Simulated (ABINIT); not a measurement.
# PbS (Galena) (Fm-3m) in ABINIT: further runs, part 2 of 2

ABINIT 10.8.3 (patched build). Earlier steps stand in the parts before.

### 4 Single point, LDA

File run.abi:

```
# Pseudopotentials
pp_dirpath "./"
pseudos "Pb.upf, S.upf"

# Structure
acell 4.1942038726 4.1942038726 4.1942038726 Angstrom
rprim
     0.0000000000     0.7071067812     0.7071067812
     0.7071067812     0.0000000000     0.7071067812
     0.7071067812     0.7071067812     0.0000000000
ntypat 2
znucl 82 16
natom 2
typat 1 2
xred
     0.0000000000     0.0000000000     0.0000000000
     0.5000000000     0.5000000000     0.5000000000

# Plane-wave basis
ecut 24.0

# k points
kptopt 1
ngkpt 6 6 6
nshiftk 1
shiftk 0.0 0.0 0.0

# Exchange and correlation
ixc 7

# Bands and occupations
nband 14
occopt 3
tsmear 0.00183747

# SCF cycle
nstep 100
tolvrs 1.0e-10

# Output
iomode 3
prtwf 0
prteig 0
prtebands 0
enunit 2
prtden 1
prtvha 1
prtvclmb 1
prtpot 1
prtelf 1
```

The run is started by

```
> abinit run.abi > log 2>&1
```

Wall time 14 s (1 thread of Arm Neoverse V1, shared host); peak memory 0.06 GiB.

Results (log left out):

| Item | Value |
| --- | --- |
| Free energy | -2213.8630 eV |
| Band gap on the k mesh | 0.24 eV, direct |
| Valence electrons inside the program's atomic spheres | Pb 10.04; S 3.82 |

Levels at points of the mesh, in eV from the valence-band top:
| k point | band 6 | band 7 | band 8 | band 9 | band 10 | band 11 | band 12 | band 13 | band 14 |
| --- | --- | --- | --- | --- | --- | --- | --- | --- | --- |
| (0.00, 0.00, 0.00) | -13.55 | -6.12 | -2.12 | -2.12 | -2.12 | 5.09 | 5.09 | 5.09 | 6.67 |
| (0.50, 0.00, 0.00) | -12.26 | -8.94 | -1.72 | -1.72 | 0.00 | 0.24 | 1.86 | 1.86 | 8.52 |
| (0.50, 0.50, 0.00) | -11.83 | -7.31 | -5.22 | -3.42 | -3.42 | 3.77 | 5.50 | 5.59 | 5.59 |

Caveat: the cutoff is too short for stress, so the log's stress isn't used; spin-orbit coupling is left out, which as a rule narrows the gap of such compounds by several tenths of an eV.

### 5 Single point, LDA

File run.abi:

```
# Pseudopotentials
pp_dirpath "./"
pseudos "Pb.hgh, S.hgh"

# Structure
acell 3*1.0 Angstrom
rprim
     0.0000000000     2.9657500000     2.9657500000
     2.9657500000     0.0000000000     2.9657500000
     2.9657500000     2.9657500000     0.0000000000
ntypat 2
znucl 82 16
natom 2
typat 1 2
xcart
     0.0000000000     0.0000000000     0.0000000000
     2.9657500000     2.9657500000     2.9657500000 Angstrom

# Plane-wave basis
ecut 22.0

# k points
kptopt 1
ngkpt 6 6 6
nshiftk 1
shiftk 0.0 0.0 0.0

# Exchange and correlation
ixc 7

# Bands and occupations
nband 9
occopt 3
tsmear 0.00183747

# SCF cycle
nstep 100
tolvrs 1.0e-10

# Output
iomode 3
prtwf 0
prtden 0
prteig 0
prtebands 0
enunit 1
```

Potentials or basis: HGH LDA.

The run is started by

```
> abinit run.abi > log 2>&1
```

run.abo:

```text
.Version 10.8.3 of ABINIT
 Symmetries : space group Fm -3 m (#225); Bravais cF (face-center cubic)
================================================================================
 Values of the parameters that define the memory need of the present run
     intxc =       0    ionmov =       0      iscf =       7    lmnmax =       6
     lnmax =       6     mgfft =      36  mpssoang =       3    mqgrid =    3001
     natom =       2  nloc_mem =       1    nspden =       1   nspinor =       1
    nsppol =       1      nsym =      48    n1xccc =       0    ntypat =       2
    occopt =       3   xclevel =       1
       mpw =        1756          nfft =       46656          nkpt =          16
================================================================================
================================================================================

--------------------------------------------------------------------------------
------------- Echo of variables that govern the present computation ------------
--------------------------------------------------------------------------------
 -outvars: echo values of preprocessed input variables --------
            acell      1.8897261259E+00  1.8897261259E+00  1.8897261259E+00 Bohr
              amu      2.07200000E+02  3.20660000E+01
             ecut      2.20000000E+01 Hartree
           enunit           1
              ixc           7
         kptrlatt        6    0    0      0    6    0      0    0    6
          kptrlen      4.75553798E+01
            natom           2
            nband           9
            ngfft          36      36      36
             nkpt          16
            nstep         100
             nsym          48
           ntypat           2
           occopt           3
           prtden           0
        prtebands           0
           prteig           0
            prtwf           0
            rprim      0.0000000000E+00  2.9657500000E+00  2.9657500000E+00
                       2.9657500000E+00  0.0000000000E+00  2.9657500000E+00
                       2.9657500000E+00  2.9657500000E+00  0.0000000000E+00
          spgroup         225
           tolvrs      1.00000000E-10
           tsmear      1.83747000E-03 Hartree
            typat      1  2
           xangst      0.0000000000E+00  0.0000000000E+00  0.0000000000E+00
                       2.9657500000E+00  2.9657500000E+00  2.9657500000E+00
[... 124 lines left out ...]
 rms dE/dt=  0.0000E+00; max dE/dt=  0.0000E+00; dE/dt below (all hartree)
    1       0.000000000000      0.000000000000      0.000000000000
    2       0.000000000000      0.000000000000      0.000000000000

 cartesian coordinates (angstrom) at end:
    1      0.00000000000000     0.00000000000000     0.00000000000000
    2      2.96575000000000     2.96575000000000     2.96575000000000

 cartesian forces (hartree/bohr) at end:
    1     -0.00000000000000    -0.00000000000000    -0.00000000000000
    2     -0.00000000000000    -0.00000000000000    -0.00000000000000
 frms,max,avg= 0.0000000E+00 0.0000000E+00   0.000E+00  0.000E+00  0.000E+00 h/b

 cartesian forces (eV/Angstrom) at end:
    1     -0.00000000000000    -0.00000000000000    -0.00000000000000
    2     -0.00000000000000    -0.00000000000000    -0.00000000000000
 frms,max,avg= 0.0000000E+00 0.0000000E+00   0.000E+00  0.000E+00  0.000E+00 e/A
 length scales=  1.889726125908  1.889726125908  1.889726125908 bohr
              =  1.000000000000  1.000000000000  1.000000000000 angstroms
 Fermi (or HOMO) energy (eV) =   4.29037   Average Vxc (eV)=  -8.75713
 Eigenvalues (   eV  ) for nkpt=  16  k points:
 kpt#   1, nband=  9, wtk=  0.00463, kpt=  0.0000  0.0000  0.0000 (reduced coord)
  -9.39882   -1.94596    2.08452    2.08452    2.08452    9.21119    9.21119    9.21119
  10.81425
 prteigrs : prtvol=0 or 1, do not print more k-points.

--- !EnergyTerms
iteration_state     : {dtset: 1, }
comment             : Components of total free energy in Hartree
kinetic             :  4.96495011357950E+00
hartree             :  1.72845967254959E+00
xc                  : -3.20937381139383E+00
Ewald energy        : -1.29682544042183E+01
psp_core            :  3.23177932350153E-01
local_psp           : -7.16719889816426E+00
non_local_psp       :  2.39903670627614E+00
internal            : -1.39292026890210E+01
'-kT*entropy'       : -4.21132199372079E-05
total_energy        : -1.39292448022409E+01
total_energy_eV     : -3.79034060428601E+02
band_energy         : -5.35824018970898E-01
...

 Cartesian components of stress tensor (hartree/bohr^3)
  sigma(1 1)=  1.41591557E-04  sigma(3 2)=  0.00000000E+00
  sigma(2 2)=  1.41591557E-04  sigma(3 1)=  0.00000000E+00
  sigma(3 3)=  1.41591557E-04  sigma(2 1)=  0.00000000E+00

-Cartesian components of stress tensor (GPa)         [Pressure= -4.1658E+00 GPa]
- sigma(1 1)=  4.16576744E+00  sigma(3 2)=  0.00000000E+00
- sigma(2 2)=  4.16576744E+00  sigma(3 1)=  0.00000000E+00
- sigma(3 3)=  4.16576744E+00  sigma(2 1)=  0.00000000E+00

== END DATASET(S) ==============================================================
================================================================================

 -outvars: echo values of variables after computation  --------
            acell      1.8897261259E+00  1.8897261259E+00  1.8897261259E+00 Bohr
           etotal     -1.3929244802E+01
            fcart     -0.0000000000E+00 -0.0000000000E+00 -0.0000000000E+00
                      -0.0000000000E+00 -0.0000000000E+00 -0.0000000000E+00
            rprim      0.0000000000E+00  2.9657500000E+00  2.9657500000E+00
                       2.9657500000E+00  0.0000000000E+00  2.9657500000E+00
                       2.9657500000E+00  2.9657500000E+00  0.0000000000E+00
           strten      1.4159155732E-04  1.4159155732E-04  1.4159155732E-04
                       0.0000000000E+00  0.0000000000E+00  0.0000000000E+00
           xangst      0.0000000000E+00  0.0000000000E+00  0.0000000000E+00
                       2.9657500000E+00  2.9657500000E+00  2.9657500000E+00
             xred      0.0000000000E+00  0.0000000000E+00  0.0000000000E+00
                       5.0000000000E-01  5.0000000000E-01  5.0000000000E-01
 Calculation completed.
```

It took 5.6 s on 1 thread of Intel Xeon Platinum 8375C at 2.90GHz (Ice Lake), shared host; peak memory 0.06 GiB.

What came out:

```yaml
Free_energy: -379.0341 eV
Band_gap_on_the_k_mesh: 0.23 eV, direct
Valence_electrons_inside_the_program's_atomic_spheres: Pb 1.02; S 3.81
```

Levels at points of the mesh, in eV from the valence-band top:
| k point | band 3 | band 4 | band 5 | band 6 | band 7 | band 8 |
| --- | --- | --- | --- | --- | --- | --- |
| (0.00, 0.00, 0.00) | -2.09 | -2.09 | -2.09 | 5.03 | 5.03 | 5.03 |
| (0.50, 0.00, 0.00) | -1.79 | -1.79 | 0.00 | 0.23 | 1.80 | 1.80 |
| (0.50, 0.50, 0.00) | -5.26 | -3.43 | -3.43 | 3.73 | 5.51 | 5.55 |

Caveat: the cutoff is too short for stress, so the log's stress isn't used; spin-orbit coupling is left out, which as a rule narrows the gap of such compounds by several tenths of an eV; HGH potentials are hard and often keep d shells in the core, so these values are rough. A k mesh can miss the band edges.

### 6 The runs side by side

```tsv
potentials or basis	cutoff (eV)	gap on the mesh (eV)	pressure (GPa)
PseudoDojo NC SR LDA v0.4 stringent	871	0.23	-4.9
PseudoDojo NC SR LDA v0.4.1 standard	762	0.24	-2.6
PseudoDojo NC SR LDA v0.4.1 standard	653	0.24	-
```

Alike in all rows: task single point; level LDA; no spin polarisation; cell as given; k mesh 6 × 6 × 6; smearing fermi-dirac 0.05 eV.

Caveats: spin-orbit coupling is left out, which as a rule narrows the gap of such compounds by several tenths of an eV.

Total energies depend on the potentials used, so only differences within one code and one set of settings carry meaning.
